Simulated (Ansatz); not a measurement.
**SiC (F-43m): what a change of settings does**

```yaml
crystal:
  lattice:
    - [0.00000, 2.17841, 2.17841]
    - [2.17841, 0.00000, 2.17841]
    - [2.17841, 2.17841, 0.00000]
  atoms:
    - { symbol: Si, position: [0.00000, 0.00000, 0.00000] }
    - { symbol: C, position: [0.75000, 0.75000, 0.75000] }
```

Unless marked otherwise, the numbers come from PBEsol, PAW on Ansatz 0.2.0's default frozen-core files (fitted under PBE), scalar-relativistic. k mesh 10×10×10, strains of ±0.005, fixed occupations, cutoff 420 eV. The cell was relaxed by PAW under this functional.

With these settings the run gives C11 = 389.6, C44 = 242.8 GPa and B_V = 221.5 GPa (relaxed ions).

The run is repeated in the same cell with kpoints.mp_grid.grid from [10, 10, 10] to [3, 3, 3]. What moves, and by how much?

C11: +0.27 %; C44: +0.29 %; B_V: +2.44 %. These settings are too loose or unsuited for a converged value. The cell isn't relaxed anew, and its pressure at the new settings is 1.6 GPa; in its own relaxed cell the change can differ in size and sign.

Limits of these numbers: frozen-core PAW files fitted under PBE, their cores solved anew for the functional of the run; constants at zero field, no piezoelectric stiffening; coarse k mesh; the cell carries a residual stress at this level.
